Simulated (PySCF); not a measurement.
# CHF3 (trifluoromethane): levels of theory compared

Aim: a comparison of 6 runs (B2PLYP/def2-SVPD, B3LYP/def2-SVPD, BHLYP/def2-SVPD, CAM-B3LYP/def2-SVPD, TPSS/def2-SVPD, SCS-MP2/def2-SVPD) of CHF3 (trifluoromethane). 

Program for the calculation: PySCF 2.14.0.

1 further run of the same task is left out (set aside as unsound or not needed).

## 1. The molecule

CHF3 has 5 atoms, charge 0, and is taken as a singlet. SMILES: `FC(F)F`. The shape is that of a PBE0-D4/def2-TZVP optimisation.

Bond lengths: F1–C2 1.331 Å, C2–F3 1.331 Å, C2–F4 1.331 Å, C2–H5 1.093 Å. Angles: F1–C2–F3 108.5°, F1–C2–F4 108.5°, F3–C2–F4 108.5°, F1–C2–H5 110.4°, F3–C2–H5 110.4°, F4–C2–H5 110.4°.

## 2. The energy at B2PLYP/def2-SVPD (run 1)

Contents of input.py:

```python
# FC(F)F
from pyscf import gto, dft, mp

mol = gto.M(
    atom='''
F     -0.668650    -0.329700     1.079190
C      0.019500     0.056360     0.006820
F      1.047350    -0.773770    -0.157470
F     -0.772570    -0.035090    -1.059420
H      0.374370     1.082210     0.130870
''',
    spin=0,
    verbose=3,
    max_memory=1860,
    basis='def2-svpd',
)

ks = dft.RKS(mol, xc='0.53*HF + 0.47*B88, 0.73*LYP')
ks.conv_tol = 1e-10
ks.grids.level = 5
ks.kernel()
if not ks.converged:
    ks = ks.newton().run(ks.mo_coeff, ks.mo_occ)

pt = mp.MP2(ks, frozen=4).run()
e_final = ks.e_tot + 0.27 * pt.e_corr
print('PT2 part  %.8f' % (0.27 * pt.e_corr))
print(f'total energy: {e_final:.8f} hartree')
```

On the command line:

```bash
$ OMP_NUM_THREADS=1 python input.py
```

The program printed:

```text
converged SCF energy = -337.520981616358
E(RMP2) = -338.383214565144  E_corr = -0.86223294878627
E(SCS-RMP2) = -338.349543950739  E_corr = -0.828562334380603
PT2 part  -0.23280290
total energy: -337.75378451 hartree
```

Run time: 14 s. Hardware: 1 thread of Arm Neoverse V1, shared host; peak memory 0.48 GiB.

## 3. A single-point energy at B3LYP/def2-SVPD (run 2)

Contents of input.xyz:

```xyz
5
CHF3
F     -0.668650    -0.329700     1.079190
C      0.019500     0.056360     0.006820
F      1.047350    -0.773770    -0.157470
F     -0.772570    -0.035090    -1.059420
H      0.374370     1.082210     0.130870
```

Contents of input.py:

```python
from pyscf import gto, dft

mol = gto.M(
    atom='input.xyz',
    spin=0,
    charge=0,
    verbose=3,
    max_memory=1860,
    basis='def2-svpd',
)

ks = dft.RKS(mol)
ks.xc = 'b3lyp'
ks.conv_tol = 1e-10
ks.grids.level = 5
ks.kernel()
if not ks.converged:
    ks = ks.newton().run(ks.mo_coeff, ks.mo_occ)

e_final = ks.e_tot
print('Final energy', e_final)
```

On the command line:

```bash
$ OMP_NUM_THREADS=1 python input.py
```

The program printed:

```text
converged SCF energy = -338.00487511804
Final energy -338.0048751180399
```

It took 13 s on 1 thread of Arm Neoverse V1, shared host; peak memory 0.48 GiB.

Runs 3 to 4 aren't shown in full; the table further down has their settings and results.

## 4. The energy at TPSS/def2-SVPD (run 5)

Contents of run.py:

```python
from pyscf import gto, dft

mol = gto.Mole()
mol.atom = '''
F     -1.263565    -0.623043     2.039374
C      0.036850     0.106505     0.012888
F      1.979205    -1.462213    -0.297575
F     -1.459946    -0.066310    -2.002014
H      0.707457     2.045081     0.247308
'''
mol.verbose = 4
mol.unit = 'bohr'
mol.basis = 'def2-svpd'
mol.charge = 0
mol.max_memory = 1860
mol.build()

mf = dft.RKS(mol, xc='tpss')
mf.grids.level = 5
mf.conv_tol = 1e-10
mf.kernel()
if not mf.converged:
    mf = mf.newton().run(mf.mo_coeff, mf.mo_occ)

etot = mf.e_tot
print('E = %.10f Eh' % etot)
```

On the command line:

```bash
$ OMP_NUM_THREADS=1 python run.py
```

The program printed:

```text
PySCF version 2.14.0

[... 72 lines left out ...]
converged SCF energy = -338.03065546588
E = -338.0306554659 Eh
```

Wall time 29 s (1 thread of Arm Neoverse V1, shared host); peak memory 0.51 GiB.

## 5. A single-point energy at SCS-MP2/def2-SVPD (run 6)

Contents of calc.py:

```python
from pyscf import gto, mp

mol = gto.Mole()
mol.atom = '''
F       -0.668650      -0.329700       1.079190
C        0.019500       0.056360       0.006820
F        1.047350      -0.773770      -0.157470
F       -0.772570      -0.035090      -1.059420
H        0.374370       1.082210       0.130870
'''
mol.max_memory = 1860
mol.basis = 'def2-svpd'
mol.verbose = 3
mol.spin = 0
mol.build()

mf = mol.RHF()
mf.conv_tol = 1e-10
mf.kernel()
if not mf.converged:
    mf = mf.newton().run(mf.mo_coeff, mf.mo_occ)

pt = mp.MP2(mf, frozen=4).run()
energy = mf.e_tot + 1.2 * pt.e_corr_os + pt.e_corr_ss / 3
print('Final energy', energy)
```

On the command line:

```bash
$ OMP_NUM_THREADS=1 python calc.py
```

The program printed:

```text
converged SCF energy = -336.522781776316
E(RMP2) = -337.239579680571  E_corr = -0.716797904254728
E(SCS-RMP2) = -337.212655841215  E_corr = -0.689874064898995
Final energy -337.2126558412154
```

Wall time 2.4 s (1 thread of Arm Neoverse V1, shared host); peak memory 0.25 GiB.

## 6. Overview of the runs

```
run                level  frozen core orbitals  integration grid  energy (Eh)  dipole moment (D) of the reference  HOMO energy (eV)  LUMO energy (eV)  wall time
  1     B2PLYP/def2-SVPD                     4                 5  -337.753785                                1.74            -13.43              1.35       14 s
  2      B3LYP/def2-SVPD                     –                 5  -338.004875                                1.63            -11.29              0.45       13 s
  3      BHLYP/def2-SVPD                     –                 5  -337.868089                                1.74            -13.46              1.15       14 s
  4  CAM-B3LYP/def2-SVPD                     –                 5  -337.922350                                1.67            -13.12              1.31       19 s
  5       TPSS/def2-SVPD                     –                 5  -338.030655                                1.54             -9.78              0.31       29 s
  6    SCS-MP2/def2-SVPD                     4                 –  -337.212656                                1.86            -16.42              2.54      2.4 s
```

## 7. Summary of results

| quantity | value |
| --- | --- |
| run 6: total energy | -337.21266 Eh |
| run 6: dipole moment (Hartree–Fock density) | 1.86 D |
| run 6: HOMO energy (Hartree–Fock orbitals) | -16.42 eV |
| run 6: LUMO energy (Hartree–Fock orbitals) | 2.54 eV |
| run 6: HOMO–LUMO gap (Hartree–Fock orbitals) | 18.96 eV |
| run 6: correlation energy (4 core orbitals frozen) | -689.9 mEh |

**Reading.** Over runs 1, 2, 3, 4, 5 the dipole moment (its size) runs from 1.54 D (TPSS/def2-SVPD) to 1.74 D (BHLYP/def2-SVPD). Over runs 1, 2, 3, 4, 5 the HOMO–LUMO gap runs from 10.09 eV (TPSS/def2-SVPD) to 14.78 eV (B2PLYP/def2-SVPD). A double hybrid's value is that of its SCF part. Totals of different functionals can't be ranked against each other. All runs together took 90 s, the longest 29 s.
